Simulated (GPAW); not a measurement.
The system is ZnSe (Stilleite).

```
Se Zn
1.0
     0.00000    2.87109    2.87109
     2.87109    0.00000    2.87109
     2.87109    2.87109    0.00000
Se Zn
1 1
Direct
  0.25000 0.25000 0.25000
  0.00000 0.00000 0.00000
```

The cell isn't the ideal one: volume scaled by 1.04.

Base run:

```yaml
Program: GPAW 26.7.0
Functional: PBE
Potentials_or_basis: GPAW PAW data sets (gpaw-data 1.2.1)
Cutoff: 450 eV
Basis: pw
k_mesh: 7 × 7 × 7
Occupations: fermi-dirac, width 0.05 eV
Spin: no spin polarisation
```

Its results: band gap on the k mesh 1.14 eV, direct; pressure -0.7 GPa.

Q: The run is repeated on the same cell with these changes: functional from PBE to r4SCAN; cutoff from 450 eV to 600 eV; k mesh from 7 × 7 × 7 to 8 × 8 × 8. What comes out?

A: Band gap on the k mesh 1.60 eV, direct; pressure -3.1 GPa.

Several settings changed at once, so the effect can't be laid on one alone.

Caveats: the cutoff is short for stress and forces, so pressures can be off by a GPa or more (some runs); the PAW data sets were made with another functional, which shifts forces and pressure a little (some runs).

